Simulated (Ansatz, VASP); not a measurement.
# Two plane-wave programs on TiAl3

The input INCAR:

```
ALGO = Normal ; EDIFF = 1E-6
ENCUT = 520 ; ISIF = 2
ISMEAR = 0 ; LASPH = T
LCHARG = F ; LREAL = F
LWAVE = F ; NBANDS = 18
NELM = 100 ; PREC = Accurate
SIGMA = 0.1
```

File KPOINTS:

```
k-points
0
Gamma
  6 6 6
```

The input POSCAR:

```
TiAl3
1.0
   -1.9111067700      1.9111067700      4.2806687900
    1.9111067700     -1.9111067700      4.2806687900
    1.9111067700      1.9111067700     -4.2806687900
Ti Al
1 3
Direct
    0.0000000000      0.0000000000      0.0000000000
    0.5000000000      0.5000000000      0.0000000000
    0.7500000000      0.2500000000      0.5000000000
    0.2500000000      0.7500000000      0.5000000000
```

Input for Ansatz:

```yaml
crystal:
  lattice:
    - [-1.91110677, 1.91110677, 4.28066879]
    - [1.91110677, -1.91110677, 4.28066879]
    - [1.91110677, 1.91110677, -4.28066879]
  atoms:
    - { symbol: Ti, position: [0.0, 0.0, 0.0] }
    - { symbol: Al, position: [0.5, 0.5, 0.0] }
    - { symbol: Al, position: [0.75, 0.25, 0.5] }
    - { symbol: Al, position: [0.25, 0.75, 0.5] }
basis:
  ecutwfc: 420
kpoints:
  mp_grid: { grid: [6, 6, 6] }
hamiltonian:
  xc: lda
  pseudopotentials: { kind: paw, azcp: { folder: soft_1 } }
scf:
  occupations: { method: gaussian, width: 0.1 }
output:
  forces: true
  stress: true
  eigenvalues: true
```

The cell comes from a database or a generator and needn't be the stable form of this composition.

Alike in both runs: task single point; functional LDA; k mesh 6 × 6 × 6; occupations gaussian, width 0.1 eV; no spin polarisation.

|  | VASP | Ansatz |
| --- | --- | --- |
| version | VASP 6.6.1 | Ansatz 0.2.0 |
| potentials or method | VASP PAW LDA potentials, release 64 (Ti_sv, Al) | scalar-relativistic, plane waves, PAW |
| plane-wave cutoff (eV) | 520 | 420 |
| valence electrons in the cell | 21 | 21 |

```tsv
	VASP	Ansatz	Ansatz less VASP
gap on the k mesh at the Fermi level (eV)	none	none	-
pressure (GPa)	-3.4	-3.5	-0.09
largest component of the traceless stress (GPa)	0.48	0.48	+0.004
```

A gap of «none» marks a metal or a gap that the smearing closes. Ansatz warned: «pseudo_functional_mismatch».

Caveats: the k mesh is coarse (spacing up to 0.39 Å⁻¹), so the values aren't converged.
